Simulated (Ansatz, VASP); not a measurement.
# Co3W in two plane-wave programs, part 2 of 2

One calculation is typed for both programs; each brings its own data sets. How far apart do they land? The two relaxations start from unlike cells of this crystal (the structure described is Ansatz's start), so only their ends are compared.

VASP 6.6.1 and Ansatz 0.2.0.

So far: The starting structure; Ansatz: relaxation of cell and atoms, BLYP.

### 3. VASP: relaxation of cell and atoms, BLYP

Level of this step: BLYP, spin-polarised from a ferrimagnetic start; plane waves and PAW (Co, W) (VASP).

Its own start cell and the same functional (in two slightly different forms), mesh and smearing now go to VASP, with its own data sets.

Lines of VASP's logs that name or quote its potential files are left out, and so is its time.

INCAR reads:

```
SYSTEM = Co3W
PREC = Accurate
ENCUT = 600
EDIFF = 1E-07
NELM = 200
ISMEAR = 0
SIGMA = 0.1
LREAL = .FALSE.
ALGO = Normal
GGA = B5
ALDAX = 1
AGGAX = 1
AGGAC = 1
ALDAC = 0
NBANDS = 47
ISPIN = 2
MAGMOM = 0.39 0.39 0.39 0.39 0.39 0.39 -0.14 -0.14
LASPH = .TRUE.
LMAXMIX = 4
LORBIT = 11
LWAVE = .FALSE.
LCHARG = .FALSE.
ISIF = 3
IBRION = 2
NSW = 80
EDIFFG = -0.005
GGA_COMPAT = .FALSE.
NELMIN = 4
KPAR = 2
```

POSCAR reads:

```
Co3W
1.0
    5.1739680681      0.0000000000      0.0000000000
   -2.5869840341      4.4807878066      0.0000000000
    0.0000000000      0.0000000000      4.1370426513
Co W
6 2
Direct
    0.8379053875      0.6758107751      0.2500000000
    0.1620945926      0.8379055018      0.7500000000
    0.6758109091      0.8379055018      0.7500000000
    0.3241890909      0.1620944982      0.2500000000
    0.8379054074      0.1620944982      0.2500000000
    0.1620946125      0.3241892249      0.7500000000
    0.3333333333      0.6666666667      0.2500000000
    0.6666666667      0.3333333333      0.7500000000
```

KPOINTS reads:

```
Automatic mesh
0
Gamma
9 9 8
0 0 0
```

PAW data sets: Co and W (PBE family, release 64).

Started as:

```
> mpirun -np 2 vasp_std
```

Numbers of over 12 decimals in the logs are rounded to 6 here.

What it wrote:

```text
[banner, memory and clock lines left out]
running    2 mpi-ranks, on    1 nodes
 distrk:  each k-point on    1 cores,    2 groups
 distr:  one band on    1 cores,    1 groups

 POSCAR found type information on POSCAR CoW
 POSCAR found :  2 types and       8 ions
|                                                                             |
|               ----> ADVICE to this user running VASP <----                  |
|                                                                             |
|     You enforced a specific xc type in the INCAR file but a different       |
|     [... a line on the potential file left out ...]
|     I HOPE YOU KNOW WHAT YOU ARE DOING!                                     |
|                                                                             |

 LDA part: xc-table for (Slater(with rela. corr.)+VWN5), standard interpolation
 POSCAR, INCAR and KPOINTS ok, starting setup
 FFT: planning ... GRIDC
 FFT: planning ... GRID_SOFT
 FFT: planning ... GRID
 WAVECAR not read
 entering main loop
       N       E                     dE             d eps       ncg     rms          rms(c)
DAV:   1     0.534559924639E+03    0.53456E+03   -0.30678E+04 11280   0.194E+03
DAV:   2    -0.106115807849E+02   -0.54517E+03   -0.51689E+03 11294   0.399E+02
DAV:   3    -0.644509192669E+02   -0.53839E+02   -0.46712E+02 12831   0.149E+02
DAV:   4    -0.674579489362E+02   -0.30070E+01   -0.29298E+01 13331   0.337E+01
DAV:   5    -0.675340984643E+02   -0.76150E-01   -0.75940E-01 13626   0.499E+00    0.387E+01
DAV:   6    -0.728160837554E+02   -0.52820E+01   -0.73959E+01 12427   0.105E+02    0.340E+01
DAV:   7    -0.610711976854E+02    0.11745E+02   -0.53171E+01 13893   0.724E+01    0.136E+01
DAV:   8    -0.597232045614E+02    0.13480E+01   -0.33173E+00 14574   0.189E+01    0.452E+00
DAV:   9    -0.596670333280E+02    0.56171E-01   -0.28856E-01 14269   0.387E+00    0.127E+00
DAV:  10    -0.596706547341E+02   -0.36214E-02   -0.17311E-02 14485   0.970E-01    0.920E-01
DAV:  11    -0.596796933610E+02   -0.90386E-02   -0.13982E-02 16221   0.135E+00    0.898E-01
DAV:  12    -0.596853239175E+02   -0.56306E-02   -0.61774E-03 16594   0.710E-01    0.685E-01
DAV:  13    -0.596919352718E+02   -0.66114E-02   -0.92887E-03 15838   0.115E+00    0.387E-01
DAV:  14    -0.596925621567E+02   -0.62688E-03   -0.27771E-03 17235   0.393E-01    0.813E-02
DAV:  15    -0.596924602735E+02    0.10188E-03   -0.39921E-04 14281   0.168E-01    0.104E-01
DAV:  16    -0.596924309128E+02    0.29361E-04   -0.82519E-04 13863   0.387E-01    0.124E-01
DAV:  17    -0.596925549641E+02   -0.12405E-03   -0.16520E-04 14407   0.188E-01    0.273E-02
DAV:  18    -0.596925546239E+02    0.34023E-06   -0.67709E-06 13200   0.165E-02    0.183E-02
DAV:  19    -0.596925556073E+02   -0.98342E-06   -0.31165E-06 15939   0.199E-02    0.411E-03
DAV:  20    -0.596925554144E+02    0.19293E-06   -0.37730E-07 10530   0.481E-03    0.288E-03
DAV:  21    -0.596925554448E+02   -0.30410E-07   -0.77145E-08  6585   0.345E-03
   1 F= -.59692555E+02 E0= -.59682197E+02  d E =-.596926E+02  mag=     1.8085
[...]
2 F= -.59692437E+02 E0= -.59682155E+02  d E =0.118131E-03  mag=     1.8247
[...]
3 F= -.59693246E+02 E0= -.59682934E+02  d E =-.690616E-03  mag=     1.8164
 curvature:  -0.24 expect dE=-0.125E-03 dE for cont linesearch -0.142E-10
 trial: gam= 0.17903 g(F)=  0.321E-03 g(S)=  0.195E-03 ort =-0.412E-06 (trialstep = 0.896E+00)
 search vector abs. value=  0.609E-03
 bond charge predicted
       N       E                     dE             d eps       ncg     rms          rms(c)
DAV:   1    -0.596937764564E+02   -0.53036E-03   -0.86293E-02 11294   0.138E+00    0.188E-01
DAV:   2    -0.596957142875E+02   -0.19378E-02   -0.73811E-03 15488   0.104E+00    0.425E-01
DAV:   3    -0.596935131296E+02    0.22012E-02   -0.34916E-03 14537   0.824E-01    0.589E-02
DAV:   4    -0.596934984602E+02    0.14669E-04   -0.34209E-04 13627   0.118E-01    0.218E-02
DAV:   5    -0.596934958609E+02    0.25993E-05   -0.15708E-05 12896   0.286E-02    0.105E-02
DAV:   6    -0.596934950924E+02    0.76849E-06   -0.28627E-06 14416   0.995E-03    0.514E-03
DAV:   7    -0.596934949860E+02    0.10646E-06   -0.24613E-07  8298   0.344E-03    0.169E-03
DAV:   8    -0.596934948920E+02    0.93974E-07   -0.41002E-08  5969   0.210E-03
   4 F= -.59693495E+02 E0= -.59683227E+02  d E =-.248831E-03  mag=     1.8197
 trial-energy change:   -0.000249  1 .order   -0.000249   -0.000463   -0.000035
 step:   0.9694(harm=  0.9694)  dis= 0.00195  next Energy=   -59.693496 (dE=-0.250E-03)
 reached required accuracy - stopping structural energy minimisation
```

OUTCAR, selected parts (step 3):

```text
ion  position               nearest neighbor table
   1  0.838  0.676  0.250-   5 2.52   4 2.52   2 2.53   2 2.53   3 2.53   3 2.53   8 2.58   8 2.58
                             7 2.59   7 2.59   4 2.66   5 2.66
   2  0.162  0.838  0.750-   3 2.52   6 2.52   4 2.53   4 2.53   1 2.53   1 2.53   7 2.58   7 2.58
                             8 2.59   8 2.59   6 2.66   3 2.66
   3  0.676  0.838  0.750-   2 2.52   6 2.52   5 2.53   5 2.53   1 2.53   1 2.53   7 2.58   7 2.58
                             8 2.59   8 2.59   6 2.66   2 2.66
   4  0.324  0.162  0.250-   5 2.52   1 2.52   2 2.53   2 2.53   6 2.53   6 2.53   8 2.58   8 2.58
                             7 2.59   7 2.59   1 2.66   5 2.66
   5  0.838  0.162  0.250-   4 2.52   1 2.52   3 2.53   3 2.53   6 2.53   6 2.53   8 2.58   8 2.58
                             7 2.59   7 2.59   1 2.66   4 2.66
   6  0.162  0.324  0.750-   2 2.52   3 2.52   5 2.53   5 2.53   4 2.53   4 2.53   7 2.58   7 2.58
                             8 2.59   8 2.59   3 2.66   2 2.66
   7  0.333  0.667  0.250-   6 2.58   6 2.58   3 2.58   3 2.58   2 2.58   2 2.58   4 2.59   5 2.59
                             1 2.59   1 2.59   5 2.59   4 2.59
   8  0.667  0.333  0.750-   1 2.58   1 2.58   4 2.58   4 2.58   5 2.58   5 2.58   3 2.59   2 2.59
                             6 2.59   6 2.59   2 2.59   3 2.59

  LATTYP: Found a hexagonal cell.
 ALAT       =     5.1739680681
 C/A-ratio  =     0.7995879752

 Subroutine GETGRP returns: Found 24 space group operations
 (whereof 12 operations were pure point group operations)

The static configuration has the point symmetry D_3d.
 The point group associated with its full space group is D_6h.

 Found     60 irreducible k-points:

   k-points           NKPTS =     60   k-points in BZ     NKDIM =     60   number of bands    NBANDS=     47

   dimension x,y,z NGX =    42 NGY =   42 NGZ =   36
   dimension x,y,z NGXF=    84 NGYF=   84 NGZF=   72

   ENCUT  =  600.0 eV  44.10 Ry    6.64 a.u.  10.33 10.33  8.26*2*pi/ulx,y,z

   NELECT =      66.0000    total number of electrons

 k-points in reciprocal lattice and weights: Automatic mesh
   0.00000000  0.00000000  0.00000000       0.002
   0.11111111 -0.00000000  0.00000000       0.009
   0.22222222 -0.00000000  0.00000000       0.009
   0.33333333  0.00000000  0.00000000       0.009
   0.44444444 -0.00000000  0.00000000       0.009
   0.11111111  0.11111111  0.00000000       0.009
   0.22222222  0.11111111  0.00000000       0.019
   0.33333333  0.11111111  0.00000000       0.019
   0.44444444  0.11111111  0.00000000       0.009
[...]
0.33333333  0.22222222  0.50000000       0.019
   0.33333333  0.33333333  0.50000000       0.003

 average (electrostatic) potential at core
       1 -78.5506       2 -78.5506       3 -78.5506       4 -78.5506       5 -78.5506
       6 -78.5506       7 -36.4472       8 -36.4472

 E-fermi :   9.9487

 spin component 1
 k-point     1 :       0.0000    0.0000    0.0000
  band No.  band energies     occupation
    ...
     29       8.8371      1.00000
     30       8.9058      1.00000
     31       9.7488      0.99766
     32       9.8536      0.91085
     33       9.8936      0.78232
     34      10.5026      0.00000
     35      10.9443      0.00000
     36      10.9443      0.00000
     37      11.0510      0.00000
     38      11.0510      0.00000
    ...

 k-point     2 :       0.1111   -0.0000    0.0000
  band No.  band energies     occupation
    ...
     30       8.8404      1.00000
     31       9.7264      0.99917
     32       9.8305      0.95274
     33       9.8409      0.93635
     34       9.8736      0.85612
     35      10.8507      0.00000
     36      10.9099      0.00000
     37      11.0487      0.00000
     38      11.1810      0.00000
     39      11.2300      0.00000
    ...

 k-point     3 :       0.2222   -0.0000    0.0000
  band No.  band energies     occupation
    ...
     30       8.7347      1.00000
     31       9.2106      1.00000
     32       9.5966      1.00000
     33       9.7256      0.99920
     34       9.8113      0.97403
     35      10.6369      0.00000
     36      10.7760      0.00000
     37      11.0673      0.00000
     38      11.2200      0.00000
     39      11.2622      0.00000
    ...

 k-point     4 :       0.3333    0.0000    0.0000
  band No.  band energies     occupation
    ...
     30       8.8107      1.00000
     31       8.9070      1.00000
     32       9.3360      1.00000
     33       9.6668      0.99997
     34       9.7813      0.99106
     35      10.3816      0.00000
     36      10.5863      0.00000
     37      10.8404      0.00000
     38      11.0147      0.00000
     39      11.2148      0.00000
    ...

 k-point     5 :       0.4444   -0.0000    0.0000
  band No.  band energies     occupation
    ...
     30       8.8264      1.00000
     31       8.9782      1.00000
     32       9.1205      1.00000
     33       9.6003      1.00000
     34       9.7634      0.99562
     35      10.1128      0.01016
     36      10.4436      0.00000
     37      10.5157      0.00000
     38      10.7415      0.00000
     39      11.2140      0.00000
    ...

 k-point     6 :       0.1111    0.1111    0.0000
  band No.  band energies     occupation
    ...
     30       8.7378      1.00000
     31       9.3622      1.00000
     32       9.6867      0.99989
     33       9.7080      0.99967
     34       9.8198      0.96587
     35      10.6909      0.00000
     36      10.8914      0.00000
     37      10.9841      0.00000
     38      11.2200      0.00000
     39      11.3188      0.00000
    ...

  Total        0.0017984      0.0017984     -0.0304711     -0.0000000     -0.0000000      0.0000000
  in kB        0.0299696      0.0299696     -0.5077996     -0.0000000     -0.0000000      0.0000000
  external PRESSURE =      -0.1492868 kB  Pullay stress =       0.0000000 kB

  energy-cutoff  :      600.00
  volume of cell :       96.14
      direct lattice vectors                 reciprocal lattice vectors
     5.175538226 -0.000000000 -0.000000000     0.193216619  0.111553667  0.000000000
    -2.587769113  4.482147604 -0.000000000     0.000000000  0.223107333  0.000000000
     0.000000000 -0.000000000  4.144426422     0.000000000  0.000000000  0.241287913

 POSITION                                       TOTAL-FORCE (eV/Angst)
 -----------------------------------------------------------------------------------
      2.58777      3.02620      1.03611         0.000000     -0.004413      0.000000
     -1.32688      3.75417      3.10832         0.003822     -0.002207     -0.000000
      1.32688      3.75417      3.10832        -0.003822     -0.002207      0.000000
      1.26089      0.72797      1.03611         0.003822      0.002207     -0.000000
      3.91465      0.72797      1.03611        -0.003822      0.002207      0.000000
      0.00000      1.45595      3.10832        -0.000000      0.004413     -0.000000
     -0.00000      2.98810      1.03611         0.000000      0.000000      0.000000
      2.58777      1.49405      3.10832        -0.000000      0.000000      0.000000
 -----------------------------------------------------------------------------------
    total drift:                                0.000000      0.000000      0.000000

  FREE ENERGIE OF THE ION-ELECTRON SYSTEM (eV)
  ---------------------------------------------------
  free  energy   TOTEN  =       -59.6934948920 eV

  energy  without entropy=      -59.6729600275  energy(sigma->0) =      -59.68322746

 reached required accuracy - stopping structural energy minimisation

 total charge
# of ion       s       p       d       tot
------------------------------------------
    1        0.490   0.529   7.379   8.398
    2        0.490   0.529   7.379   8.398
    3        0.490   0.529   7.379   8.398
    4        0.490   0.529   7.379   8.398
    5        0.490   0.529   7.379   8.398
    6        0.490   0.529   7.379   8.398
    7        0.683   0.622   4.095   5.400
    8        0.683   0.622   4.095   5.400
--------------------------------------------------
tot          4.306   4.420  52.462  61.188

 magnetization (x)
# of ion       s       p       d       tot
------------------------------------------
    1       -0.003  -0.014   0.393   0.376
    2       -0.003  -0.014   0.393   0.376
    3       -0.003  -0.014   0.393   0.376
    4       -0.003  -0.014   0.393   0.376
    5       -0.003  -0.014   0.393   0.376
    6       -0.003  -0.014   0.393   0.376
    7       -0.010  -0.021  -0.172  -0.203
    8       -0.010  -0.021  -0.172  -0.203
--------------------------------------------------
tot         -0.036  -0.125   2.014   1.854

[... 6 further parts left out ...]
```

The magnetic state follows from one typed start and may not be the lowest. The run keeps the 24 symmetry operations of its start, so it cannot find a distortion of lower symmetry.

### 4. Differences

Known differences besides the potentials themselves: VASP starts from the moments at which Ansatz ended; the data sets hold 130 valence electrons in Ansatz (on its default PAW (the set named soft_2) files) and 66 in VASP; the cutoff is 420 eV in Ansatz and 600 eV in VASP; Ansatz makes its cores anew for this functional, VASP keeps those of its PBE data sets; VASP's log shows a relativistic correction to its local exchange, Ansatz's none; Ansatz adds a Pulay correction to the stress that steers its cell, VASP none; site moments are counted in spheres of each program's own size. Total energies have different zeros and are not compared.

Compared:

```
                                         quantity  Ansatz   VASP  difference
                                      volume (Å³)   96.31  96.14     +0.18 %
edge a after relaxation, in the typed setting (Å)   5.178  5.176     +0.05 %
edge c after relaxation, in the typed setting (Å)   4.147  4.144     +0.07 %
                                total moment (μB)    1.83   1.82       +0.01
                               moment on Co1 (μB)    0.39   0.38       +0.02
                               moment on Co2 (μB)    0.39   0.38       +0.02
                               moment on Co3 (μB)    0.39   0.38       +0.02
                               moment on Co4 (μB)    0.39   0.38       +0.02
                               moment on Co5 (μB)    0.39   0.38       +0.02
                               moment on Co6 (μB)    0.39   0.38       +0.02
                                moment on W7 (μB)   -0.14  -0.20       +0.07
                                moment on W8 (μB)   -0.14  -0.20       +0.07
```

### 5. What came out

| Property | Result |
| --- | --- |
| difference in volume (relaxation of cell and atoms, BLYP) | 0.18 % |

In words: The difference in volume is 0.18 % (relaxation of cell and atoms, BLYP), within the 1.2 % picked in this series as the mark of a large difference, as far as the stopping tolerances let one tell. The data sets hold unlike numbers of valence electrons (130 in Ansatz and 66 in VASP), so part of the differences comes from the potentials. Such differences can come from data sets, numerical settings and the points named under the comparisons, not from the functional's error against experiment.

[Lines on the potential files, build, host, timing and source positions are cut from VASP's logs without a mark.]

[Logs are printed without paths, hosts, clocks, repeated set-up lines and the standing remarks that a program may print on its own settings, such as how far it seeks lower states.]

[Hosts, paths, dates, database ids (printed as entryN), source tags and the programs' standing remarks are cut or masked in the printed files.]
